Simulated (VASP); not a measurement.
# BN (R3m) in VASP: settings compared, part 2 of 2

VASP 6.6.1. Earlier steps stand in the parts before.

## (4) Relaxation of cell and atoms, optB86b-vdW

INCAR

```
SYSTEM = BN
PREC     = Accurate       ! precision mode
ENCUT    = 600            ! plane-wave cutoff, eV
EDIFF    = 1E-6           ! SCF threshold, eV
ISMEAR   = -1             ! smearing method
SIGMA    = 0.05           ! smearing width, eV
LREAL    = .False.        ! projectors in reciprocal space
LASPH    = .True.         ! aspherical terms in the spheres
NELM     = 80             ! most SCF steps
ALGO     = Normal         ! electronic algorithm
ISIF     = 3              ! what is computed and relaxed
LWAVE    = .False.        ! write WAVECAR
LCHARG   = .False.        ! write CHGCAR
GGA      = MK             ! functional
LUSE_VDW = .True.       
AGGAC    = 0.0          
PARAM1   = 0.1234       
PARAM2   = 1.0          
IBRION   = 2              ! ionic algorithm
NSW      = 40             ! ionic steps
EDIFFG   = -0.005         ! ionic threshold
```

KPOINTS

```
regular mesh
0
Gamma
  12 12 12
  0 0 0
```

POSCAR

```
BN
1.0
    1.2511217832      0.7223354983      3.3729344033
   -1.2511217832      0.7223354983      3.3729344033
    0.0000000000     -1.4446709966      3.3729344033
N B
1 1
Direct
    0.6672382000      0.6672382000      0.6672382000
    0.0003288000      0.0003288000      0.0003288000
```

Potentials or basis: VASP PAW PBE potentials, release 64 (N, B).

The run is started by

```
cat potpaw_PBE.64/N/POTCAR potpaw_PBE.64/B/POTCAR > POTCAR
mpirun -np 1 vasp_std > vasp.out
```

OUTCAR:

```text
SYSTEM = BN
   PREC = Accurate
   ENCUT = 600
   EDIFF = 1E-6
   ISMEAR = -1
   LREAL = .False.
   LASPH = .True.
   NELM = 80
   ISIF = 3
   GGA = MK
   IBRION = 2
   NSW = 40
   EDIFFG = -0.005

 ion  position               nearest neighbor table
   1  0.667  0.667  0.667-   2 1.44   2 1.44   2 1.44
   2  0.000  0.000  0.000-   1 1.44   1 1.44   1 1.44

  LATTYP: Found a trigonal (rhomboedric) cell.
 ALAT       =     3.6692997666
 COS(alpha) =     0.7674786797

  Lattice vectors:

 A1 = (   1.2511217832,   0.7223354983,   3.3729344033)
 A2 = (  -1.2511217832,   0.7223354983,   3.3729344033)
 A3 = (   0.0000000000,  -1.4446709966,   3.3729344033)

Analysis of symmetry for initial positions (statically):
=====================================================================
 Subroutine PRICEL returns:
[... 379 lines left out ...]

 val. band max:        2.4207039512   @ k =  -0.3333   0.2500  -0.0000
 cond. band min:       6.5376960592   @ k =   0.5000   0.5000  -0.0000
 fundamental gap:      4.1169921080
 Fermi energy:         3.4609216436

 k-point     1 :       0.0000    0.0000    0.0000
  band No.  band energies     occupation
      1     -15.2939      2.00000
      2      -1.3956      2.00000
      3       1.1102      2.00000
      4       1.1102      2.00000
      5       7.7673      0.00000
      6      14.0651      0.00000
      7      14.0651      0.00000
      8      15.5199      0.00000
[... 243 lines left out ...]
 k-point    24 :      -0.4167    0.1667    0.0000
  band No.  band energies     occupation
      1     -11.8432      2.00000
      2      -6.1276      2.00000
      3      -2.9394      2.00000
      4       2.1522      2.00000
      5       7.6208      0.00000
      6      13.8734      0.00000
      7      16.0520      0.00000
      8      16.8848      0.00000

 [... further k-points ...]

------------------------ aborting loop because EDIFF is reached ----------------------------------------

  FORCE on cell =-STRESS in cart. coord.  units (eV):
  Direction    XX          YY          ZZ          XY          YZ          ZX
  --------------------------------------------------------------------------------------
  -------------------------------------------------------------------------------------
  Total       -0.0004978     -0.0004978      0.0003682      0.0000000      0.0000000      0.0000000
  in kB       -0.0454821     -0.0454821      0.0336406      0.0000000      0.0000000      0.0000000
  external PRESSURE =      -0.0191079 kB  Pullay stress =       0.0000000 kB
[... 21 lines left out ...]
  energy  without entropy=      -15.6828362118  energy(sigma->0) =      -15.68283621

Total vdW correction in eV:      1.2089764

 reached required accuracy - stopping structural energy minimisation
```

CONTCAR:

```text
BN
   1.00000000000000
     1.2559202707526000    0.7251059063799747    3.2092237680284117
    -1.2559202707526000    0.7251059063799747    3.2092237680284117
     0.0000000000000000   -1.4502118127599495    3.2092237680284117
  N               B
     1     1
Direct
     0.6673358827025339    0.6673358827025339    0.6673358827025339
     0.0002311172974642    0.0002311172974642    0.0002311172974642

  0.00000000E+00  0.00000000E+00  0.00000000E+00
  0.00000000E+00  0.00000000E+00  0.00000000E+00
```

Run time: 10 min. Hardware: 1 thread of Intel Xeon Platinum 8375C at 2.90GHz (Ice Lake), shared host; peak memory 0.37 GiB.

What came out:

```
Free energy                            : -15.6828 eV
Relaxed volume                         : 8.77 Å³/atom
Relaxed cell                           : a = 3.522 Å, b = 3.522 Å, c = 3.522 Å, α = 41.79°, β = 41.79°, γ = 41.79°
Space group after relaxing (to 0.05 Å) : R3m (No. 160)
Energy gained by relaxing              : 3.2 meV/atom
Ionic steps                            : 13
Pressure after relaxing                : 0.0 GPa
Band gap on the k mesh                 : 4.12 eV, indirect (least direct gap 4.70 eV)
```

Step by step:
| step | energy change (eV) | largest force (eV/Å) | pressure (GPa) | volume (Å³) |
| --- | --- | --- | --- | --- |
| 1 | 0.0000 | 0.0013 | 2.23 | 18.29 |
| 2 | 0.0040 | 0.0038 | -5.44 | 18.63 |
| 3 | -0.0020 | 0.0005 | -0.65 | 18.41 |
| 4 | -0.0026 | 0.0015 | -0.61 | 18.34 |
| 5 | -0.0042 | 0.0050 | -0.53 | 18.14 |
| 6 | -0.0061 | 0.0137 | -0.25 | 17.73 |
| 7 | -0.0030 | 0.0413 | 0.58 | 16.90 |
| 8 | -0.0063 | 0.0178 | -0.13 | 17.58 |
| 9 | -0.0063 | 0.0187 | -0.10 | 17.54 |
| 10 | -0.0061 | 0.0453 | 0.76 | 17.49 |
| 11 | -0.0063 | 0.0054 | 0.07 | 17.53 |
| 12 | -0.0063 | 0.0213 | -0.29 | 17.55 |
| 13 | -0.0064 | 0.0000 | 0.00 | 17.54 |

Final structure:
```
N B
1.0
     1.25592    0.72511    3.20922
    -1.25592    0.72511    3.20922
     0.00000   -1.45021    3.20922
N B
1 1
Direct
  0.66734 0.66734 0.66734
  0.00023 0.00023 0.00023
```

Caveat: the PAW data sets were made with another functional, which shifts forces and pressure a little. A k mesh can miss the band edges.

## (5) Summary

| level | gap on the mesh (eV) | pressure (GPa) | relaxed volume (Å³/atom) |
| --- | --- | --- | --- |
| rev-vdW-DF2 | 4.10 | 0.0 | 8.78 |
| BEEF-vdW | 4.57 | 0.0 | 9.87 |
| optB86b-vdW | 4.12 | 0.0 | 8.77 |

Alike in all rows: task relaxation of cell and atoms; potentials or basis VASP PAW PBE potentials, release 64 (N, B); no spin polarisation; cell relaxed; k mesh 12 × 12 × 12; cutoff (eV) 600; smearing fermi-dirac 0.05 eV.

Caveats: the PAW data sets were made with another functional, which shifts forces and pressure a little.

Total energies depend on the potentials used, so only differences within one code and one set of settings carry meaning.
